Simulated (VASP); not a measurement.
**MgO: relaxation of cell and atoms with PBE**

Crystal: MgO.

```
Mg O
1.0
     3.30779    0.00000    0.00000
    -1.65389    2.86463    0.00000
     0.00000    0.00000    4.98288
Mg O
2 2
Direct
  0.33333 0.66667 0.00216
  0.66667 0.33333 0.50216
  0.33333 0.66667 0.40244
  0.66667 0.33333 0.90244
```

Measurements of this composition are mostly on another form, of space group No. 225.

| Property | Result |
| --- | --- |
| Program | VASP 6.6.1 |
| Task | relaxation of cell and atoms |
| Functional | PBE |
| Potentials or basis | VASP PAW PBE potentials, release 64 (Mg, O) |
| Cutoff | 600 eV |
| k mesh | 9 × 9 × 6 |
| Occupations | gaussian, width 0.02 eV |
| Spin | no spin polarisation |
| Further INCAR settings | ALGO = Normal; EDIFF = 1e-07; IBRION = 2; EDIFFG = -0.005; NSW = 90; ISIF = 3 |

| Quantity | Value |
| --- | --- |
| Relaxed volume | 12.12 Å³/atom |
| Relaxed cell | a = 3.310 Å, b = 3.310 Å, c = 5.110 Å, α = 90.00°, β = 90.00°, γ = 120.00° |
| Space group after relaxing (to 0.05 Å) | P6_3mc (No. 186) |
| Energy gained by relaxing | 3.1 meV/atom |
| Ionic steps | 10 |
| Pressure after relaxing | 0.0 GPa |
| Largest force after relaxing | 0.004 eV/Å |
| Band gap on the k mesh | 3.42 eV, direct |

Forces in eV/Å, atoms in the order of the input:
```
Mg   0.000  0.000 -0.004
Mg   0.000  0.000 -0.004
O    0.000  0.000  0.004
O    0.000  0.000  0.004
```

Step by step:
```csv
step,energy change (eV),largest force (eV/Å),pressure (GPa),volume (Å³)
1,0.0000,0.0084,2.78,47.22
2,-0.0085,0.0383,-0.78,48.63
3,-0.0093,0.0319,-0.01,48.30
4,-0.0097,0.0337,-0.01,48.32
5,-0.0108,0.0384,-0.01,48.37
6,-0.0120,0.0421,-0.02,48.47
7,-0.0123,0.0117,0.00,48.47
8,-0.0123,0.0012,0.01,48.47
9,-0.0123,0.0021,0.00,48.48
10,-0.0123,0.0042,0.01,48.49
```

Final structure:
```
Mg O
1.0
     3.31032    0.00000    0.00000
    -1.65516    2.86682    0.00000
     0.00000    0.00000    5.10953
Mg O
2 2
Direct
  0.33333 0.66667 0.00624
  0.66667 0.33333 0.50624
  0.33333 0.66667 0.39836
  0.66667 0.33333 0.89836
```

Levels at points of the mesh, in eV from the valence-band top:
```
           k point  band 5  band 6  band 7  band 8  band 9  band 10  band 11  band 12
(0.00, 0.00, 0.00)   -0.61   -0.31   -0.31    0.00    3.42     8.38    10.06    14.18
(0.00, 0.00, 0.50)   -0.46   -0.46   -0.46   -0.46    5.86     5.86    12.92    12.92
```

Run time: 83 s on 1 thread of Intel(R) Xeon(R) 6975P-C (Granite Rapids), with other jobs on the host, peak memory 0.2 GiB.

Caveat: an odd mesh through Γ misses points on the zone boundary, where band edges often lie. Expect the measured gap to be larger: semilocal functionals such as PBE lack the derivative discontinuity.
